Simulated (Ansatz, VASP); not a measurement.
# Sr2SiS4 (Sr2SiS4 (P2_1/m)) in two plane-wave programs, part 2 of 2

Wanted: the spread between two codes on one cell, functional and k mesh.

VASP 6.6.1 and Ansatz 0.2.0.

So far. Step 2 (VASP: single point, PBEsol): The run ends at a pressure of -0.30 GPa, with forces up to 0.028 eV/Å.

## Step 3: Ansatz: single point, PBEsol

Level of this step: Ansatz beside VASP: Kohn-Sham DFT, plane waves, PBEsol (Ansatz).

Ansatz runs on its default PAW (the set named soft_2) files.

The same cell, functional, mesh and smearing now go to Ansatz, which takes its cutoff from its data sets.

File input.yaml:

```yaml
crystal:
  lattice:
    - [-9.0897354922, 6.5640055546, 7.7979513741]
    - [3.9484274822, -6.5640055546, 7.7593381221]
    - [9.0897354922, 6.5640055546, -7.7979513741]
  atoms:
    - { symbol: Sr, position: [0.850504068, 0.617627319, 0.517123251] }
    - { symbol: Sr, position: [0.350504068, 0.117627319, 0.517123251] }
    - { symbol: Sr, position: [0.350504068, 0.617627319, 0.017123251] }
    - { symbol: Sr, position: [0.850504068, 0.117627319, 0.017123251] }
    - { symbol: Sr, position: [0.149495932, 0.382372681, 0.4828767491] }
    - { symbol: Sr, position: [0.649495932, 0.8823726811, 0.482876749] }
    - { symbol: Sr, position: [0.649495932, 0.382372681, 0.982876749] }
    - { symbol: Sr, position: [0.149495932, 0.882372681, 0.982876749] }
    - { symbol: Sr, position: [0.5896199271, 0.3273689869, 0.4877490598] }
    - { symbol: Sr, position: [0.0896199271, 0.8273689869, 0.4877490598] }
    - { symbol: Sr, position: [0.0896199271, 0.3273689869, 0.9877490598] }
    - { symbol: Sr, position: [0.5896199271, 0.8273689869, 0.9877490598] }
    - { symbol: Sr, position: [0.4103800729, 0.6726310131, 0.5122509402] }
    - { symbol: Sr, position: [0.9103800729, 0.1726310131, 0.5122509402] }
    - { symbol: Sr, position: [0.9103800729, 0.6726310131, 0.0122509402] }
    - { symbol: Sr, position: [0.4103800729, 0.1726310131, 0.0122509402] }
    - { symbol: Si, position: [0.7732227723, 0.7581398997, 0.7349171274] }
    - { symbol: Si, position: [0.2732227723, 0.2581398997, 0.7349171274] }
    - { symbol: Si, position: [0.2732227723, 0.7581398997, 0.2349171274] }
    - { symbol: Si, position: [0.7732227723, 0.2581398997, 0.2349171274] }
    - { symbol: Si, position: [0.2267772277, 0.2418601003, 0.2650828726] }
    - { symbol: Si, position: [0.7267772277, 0.7418601003, 0.2650828726] }
    - { symbol: Si, position: [0.7267772277, 0.2418601003, 0.7650828726] }
    - { symbol: Si, position: [0.2267772277, 0.7418601003, 0.7650828726] }
    - { symbol: S, position: [0.4074053683, 0.475770669, 0.8183653007] }
    - { symbol: S, position: [0.9074053683, 0.975770669, 0.8183653006] }
    - { symbol: S, position: [0.9074053683, 0.475770669, 0.3183653006] }
    - { symbol: S, position: [0.4074053683, 0.975770669, 0.3183653007] }
    - { symbol: S, position: [0.5925946317, 0.524229331, 0.1816346994] }
    - { symbol: S, position: [0.0925946317, 0.0242293311, 0.1816346993] }
    - { symbol: S, position: [0.0925946317, 0.5242293311, 0.6816346994] }
    - { symbol: S, position: [0.5925946317, 0.0242293311, 0.6816346994] }
    - { symbol: S, position: [0.6911711581, 0.7742155723, 0.8330444143] }
    - { symbol: S, position: [0.1911711581, 0.2742155724, 0.8330444143] }
    - { symbol: S, position: [0.1911711581, 0.7742155723, 0.3330444143] }
    - { symbol: S, position: [0.6911711581, 0.2742155724, 0.3330444143] }
    - { symbol: S, position: [0.3088288419, 0.2257844277, 0.1669555858] }
    - { symbol: S, position: [0.8088288419, 0.7257844276, 0.1669555857] }
    - { symbol: S, position: [0.8088288419, 0.2257844277, 0.6669555858] }
    - { symbol: S, position: [0.3088288419, 0.7257844276, 0.6669555858] }
    - { symbol: S, position: [0.616806068, 0.620323378, 0.5016070031] }
    - { symbol: S, position: [0.116806068, 0.120323378, 0.5016070031] }
    - { symbol: S, position: [0.116806068, 0.620323378, 0.0016070031] }
    - { symbol: S, position: [0.616806068, 0.120323378, 0.0016070031] }
    - { symbol: S, position: [0.6312836252, 0.379676622, 0.74648269] }
    - { symbol: S, position: [0.1312836252, 0.879676622, 0.74648269] }
    - { symbol: S, position: [0.1312836252, 0.379676622, 0.24648269] }
    - { symbol: S, position: [0.6312836252, 0.879676622, 0.24648269] }
    - { symbol: S, position: [0.3831939321, 0.379676622, 0.4983929969] }
    - { symbol: S, position: [0.883193932, 0.879676622, 0.4983929969] }
    - { symbol: S, position: [0.8831939321, 0.3796766221, 0.9983929969] }
    - { symbol: S, position: [0.3831939321, 0.879676622, 0.9983929969] }
    - { symbol: S, position: [0.3687163749, 0.620323378, 0.25351731] }
    - { symbol: S, position: [0.8687163748, 0.120323378, 0.25351731] }
    - { symbol: S, position: [0.8687163748, 0.620323378, 0.75351731] }
    - { symbol: S, position: [0.3687163749, 0.120323378, 0.75351731] }
hamiltonian:
  xc: pbesol
  pseudopotentials: { kind: paw }
kpoints:
  mp_grid: { grid: [2, 2, 2] }
scf:
  occupations: { method: gaussian, width: 0.05 }
  n_extra_bands: 18
output:
  forces: true
  stress: true
  eigenvalues: true
```

Run with:

```console
> ansatz run input.yaml --threads 8 --pin off --max-ram 18432MiB --backend cpu --events-out ev --progress --plain --runs-dir out
```

Numbers of over 12 decimals in the logs are rounded to 6 here.

What it wrote:

```text
scf.n_extra_bands = 18 over 192 filled bands (N_el = 384.0): the run solves 210 bands
Engine: ansatz 0.2.0, aarch64-unknown-linux-gnu
Pseudopotentials: kind: paw
Pseudopotential: Sr, paw, valence charge 10, recommended cutoff 420 eV (normal), Sr.paw.azcp
Pseudopotential: Si, paw, valence charge 4, recommended cutoff 420 eV (normal), Si.paw.azcp
Pseudopotential: S, paw, valence charge 6, recommended cutoff 420 eV (normal), S.paw.azcp
Functional definition: PBEsol
  exchange = pbesol_x
  correlation = pbesol_c
Crystal: 56 atoms, lattice volume = 1330.130 Å³
Basis set: ecut = 420 eV, 25947 PW (Γ), exchange–correlation on 192×150×192 points (8 copies of the dense FFT grid, shifted against one another)
Bands: 210, of which v1, the nominal top of the filled ones, is band 192 counted from 1 (191 counted from 0)
Symmetry: 16 space group operations
Space group: P21/m (ITA 11), of the structure as read, at distance tolerance 1.1e-4 Å
k-points: 6 of 8
Non-local potential: Sr, projectors of the file, l = 0: 3, l = 1: 2, l = 2: 2
Non-local potential: Si, projectors of the file, l = 0: 2, l = 1: 2, l = 2: 2
Non-local potential: S, projectors of the file, l = 0: 2, l = 1: 2, l = 2: 2
PAW form: soft (Blöchl's): semilocal exchange-correlation on the pseudo side does not see the compensation charge
PAW frozen core: Sr, regenerated for the run's functional, and the local potential with it (the file was generated under x = pbe(κ = 0.804, μ = 0.219515), c = pbe(β = 0.066725))
PAW frozen core: Si, regenerated for the run's functional, and the local potential with it (the file was generated under x = pbe(κ = 0.804, μ = 0.219515), c = pbe(β = 0.066725))
PAW frozen core: S, regenerated for the run's functional, and the local potential with it (the file was generated under x = pbe(κ = 0.804, μ = 0.219515), c = pbe(β = 0.066725))
PAW one-centre angular grid: Sr, 110 points (default); XC on 64 Gauss nodes
PAW one-centre angular grid: Si, 110 points (default); XC on 64 Gauss nodes
PAW one-centre angular grid: S, 110 points (default); XC on 64 Gauss nodes
Initial density: superposition of atomic densities (neutral atoms: chi_scale 0, normalization atom), corrected by the library's trained network
Initial wavefunctions: pseudopotential atomic-orbital guess
Functional: x = pbesol(κ = 0.804, μ = 0.123457), c = pbesol(β = 0.046)
SCF iter   1: F=—  HF=-89254.917480 eV  |F-HF|=—  |Δ(HF+E_count)|=         —  Δρ=3.95e-3  dr2=3.34e-1  ethr=1.77e-3  ⟨swp⟩=10.0  Hψ=7030  notcnv=0
preconditioner: auto → Resta (q_TF=auto, 2.218 Å⁻¹)  ε∞=3.8  [insulator: Δε(μ)=2.685 eV  Ē_g=11.498 eV  σ=0.050 eV  W_gap=1.00  n_scr=242 (ndim 8)  ℏωp=19.1 eV  f_vac=0.005  D(μ)=0.00/eV (n_scr^D=0)  ε∞_Penn≈3.8]
SCF iter   2: F=—  HF=-89254.837235 eV  |F-HF|=—  |Δ(HF+E_count)|=   8.02e-2  Δρ=1.59e-3  dr2=5.38e-2  ethr=8.71e-5  ⟨swp⟩=3.0  Hψ=2524  notcnv=0  defer=22
SCF iter   3: F=—  HF=-89254.830160 eV  |F-HF|=—  |Δ(HF+E_count)|=   7.08e-3  Δρ=4.51e-4  dr2=2.77e-3  ethr=1.40e-5  ⟨swp⟩=2.2  Hψ=1785  notcnv=0  defer=22
SCF iter   4: F=—  HF=-89254.830793 eV  |F-HF|=—  |Δ(HF+E_count)|=   6.33e-4  Δρ=1.27e-4  dr2=2.14e-4  ethr=7.22e-7  ⟨swp⟩=2.2  Hψ=2006  notcnv=0  defer=22
SCF iter   5: F=—  HF=-89254.831059 eV  |F-HF|=—  |Δ(HF+E_count)|=   2.67e-4  Δρ=2.51e-5  dr2=9.14e-6  ethr=5.56e-8  ⟨swp⟩=2.0  Hψ=1758  notcnv=0  defer=22
SCF iter   6: F=—  HF=-89254.831723 eV  |F-HF|=—  |Δ(HF+E_count)|=   6.63e-4  Δρ=7.19e-6  dr2=1.07e-6  ethr=2.38e-9  ⟨swp⟩=2.0  Hψ=2246  notcnv=0  defer=40
SCF iter   7: F=—  HF=-89254.831724 eV  |F-HF|=—  |Δ(HF+E_count)|=   8.92e-7  Δρ=2.25e-6  dr2=1.44e-7  ethr=2.79e-10  ⟨swp⟩=2.0  Hψ=1894  notcnv=0  defer=40
SCF iter   8: F=-89254.831724 eV  HF=-89254.831724 eV  |F-HF|=5.24e-9  |Δ(HF+E_count)|=   5.51e-8  Δρ=6.41e-7  dr2=9.48e-9  ethr=2.60e-11  ⟨swp⟩=12.3  Hψ=7541  notcnv=0
SCF 1 converged in 8 iterations: F = -89254.831724 eV  dr2 = 9.48e-9
  greatest PAW one-centre occupation: 0.986 electrons in one spin orbital (limit 2), on the Sr atom at site 7 (counted from 0), in its partial waves of l = 0
SCF converged after 8 iterations
Free energy (F): -89254.831724 eV
Harris-Foulkes:  -89254.831724 eV  (|F-HF|=5.24e-9)
Internal energy: -89254.831724 eV  (E = F + TS)
E sigma→0 (E₀):  -89254.831724 eV
Fermi energy:    7.234339 eV
--- Per-component energies (eV) ---
  E_band       = -1567.864043
  E_kinetic    = 7713.869256
  E_local      = -14593.415904  (includes V_loc(G=0)·N_el)
  E_nonlocal   = 4361.938641
  E_hartree    = 3796.389948
  E_xc         = -6292.022614
  E_vxc        = -5796.963930  (∫ρ·V_xc dr)
  E_paw        = -64997.596921  (= ΣΔE_a)
  E_vpaw       = -846.076342  (= ΣTr[D̂ρ^β])
  E_aug_tail   = 0.000074  (compensation charges beyond the density's cutoff)
  E_ewald      = -19248.378625
  E_core_change = 4.384422  (= ΣΔE_core)
  E_smearing   = -0.000000  (= −TS)
  E_closure    = -0.000000  (closes the sum)
  Σ components = -89254.831724   (vs F -89254.831724, Δ=0.00e0)
--- Forces (eV/Å), atoms counted from 1 ---
  atom   1  Sr    -0.03087496     0.00000000     0.00492521
  atom   2  Sr    -0.03087496     0.00000000     0.00492521
  atom   3  Sr    -0.03087496     0.00000000     0.00492521
  atom   4  Sr    -0.03087496     0.00000000     0.00492521
  atom   5  Sr     0.03087496     0.00000000    -0.00492521
  atom   6  Sr     0.03087496    -0.00000000    -0.00492521
  atom   7  Sr     0.03087496     0.00000000    -0.00492521
  atom   8  Sr     0.03087496     0.00000000    -0.00492521
  atom   9  Sr     0.00116666    -0.00000000    -0.00528307
  atom  10  Sr     0.00116666     0.00000000    -0.00528307
  atom  11  Sr     0.00116666     0.00000000    -0.00528307
  atom  12  Sr     0.00116666     0.00000000    -0.00528307
  atom  13  Sr    -0.00116666    -0.00000000     0.00528307
  atom  14  Sr    -0.00116666    -0.00000000     0.00528307
  atom  15  Sr    -0.00116666     0.00000000     0.00528307
  atom  16  Sr    -0.00116666     0.00000000     0.00528307
  atom  17  Si     0.00864087    -0.00000000    -0.02067361
  atom  18  Si     0.00864087     0.00000000    -0.02067361
  atom  19  Si     0.00864087     0.00000000    -0.02067361
  atom  20  Si     0.00864087    -0.00000000    -0.02067361
  atom  21  Si    -0.00864087    -0.00000000     0.02067361
  atom  22  Si    -0.00864087     0.00000000     0.02067361
  atom  23  Si    -0.00864087     0.00000000     0.02067361
  atom  24  Si    -0.00864087    -0.00000000     0.02067361
[...]
atom  49  S      0.00646338     0.00459637    -0.01066361
  atom  50  S      0.00646338     0.00459637    -0.01066361
  atom  51  S      0.00646338     0.00459637    -0.01066361
  atom  52  S      0.00646338     0.00459637    -0.01066361
  atom  53  S     -0.00646338     0.00459637     0.01066361
  atom  54  S     -0.00646338     0.00459637     0.01066361
  atom  55  S     -0.00646338     0.00459637     0.01066361
  atom  56  S     -0.00646338     0.00459637     0.01066361
  max |Σ_I F_I| component: 2.26e-17 eV/Å
--- Stress (GPa, compression-positive) ---
       -0.161006       0.000000       0.023446
        0.000000      -0.185419       0.000000
        0.023446       0.000000      -0.186998
  P = ⅓ Tr σ = -0.1778 GPa (-1.778 kbar)
--- Band table (eV; the first three rows and the last of 6) ---
  k-point 0: bands = [... 188 lower, 5.6313, 5.6650, 5.7732, 5.8495, 8.9200, 8.9200, 9.1062, 9.2919, ... 14 higher]
  k-point 1: bands = [... 188 lower, 5.4906, 5.4906, 5.5106, 5.5106, 8.9864, 8.9864, 9.3552, 9.3552, ... 14 higher]
  k-point 2: bands = [... 188 lower, 5.6100, 5.6100, 5.7351, 5.7351, 8.9290, 8.9290, 9.1706, 9.1706, ... 14 higher]
  k-point 5: bands = [... 188 lower, 5.6109, 5.6320, 5.7232, 5.7811, 8.6192, 9.0529, 9.2888, 9.3039, ... 14 higher]
```

It took 40 s on 8 threads of Arm Neoverse N1, shared host; peak memory 8 GiB; 5.3 min of CPU time.

The run ends at a pressure of -0.18 GPa, with forces up to 0.031 eV/Å.

## Step 4: Comparison

Known differences besides the potentials themselves: the cutoff is 420 eV in Ansatz and 300 eV in VASP (PREC = Normal, projectors in real space); Ansatz makes its cores anew for this functional, VASP keeps those of its PBE data sets; VASP leaves aspherical gradient terms in its spheres out (LASPH is not set), Ansatz keeps them. Total energies have different zeros and are not compared.

Compared:

| quantity | Ansatz | VASP | difference |
| --- | --- | --- | --- |
| pressure (GPa) | -0.18 | -0.30 | +0.12 |
| gap on the k mesh (eV) | 2.770 | 2.767 | +0.002 |

At this near-relaxed geometry the largest component of a force difference is 16 meV/Å. A gap on the mesh is an upper bound, since the band edges may lie between its points. VASP's last cycles still show a density residual of 3e-03, so its state may not be settled.

## Step 5: Outcome

| Item | Value |
| --- | --- |
| difference in gap on the k mesh (single point, PBEsol) | 0.0024 eV |

**Reading.** The difference in gap on the k mesh is 0.0024 eV (single point, PBEsol), within the 0.08 eV picked in this series as the mark of a large difference. How closely two codes agree says nothing of how well the functional describes the real material.

[Lines on the potential files, build, host, timing and source positions are cut from VASP's logs without a mark.]

[Logs are printed without paths, hosts, clocks, repeated set-up lines and the standing remarks that a program may print on its own settings, such as how far it seeks lower states.]

[Hosts, paths, dates, database ids (printed as entryN), source tags and the programs' standing remarks are cut or masked in the printed files.]
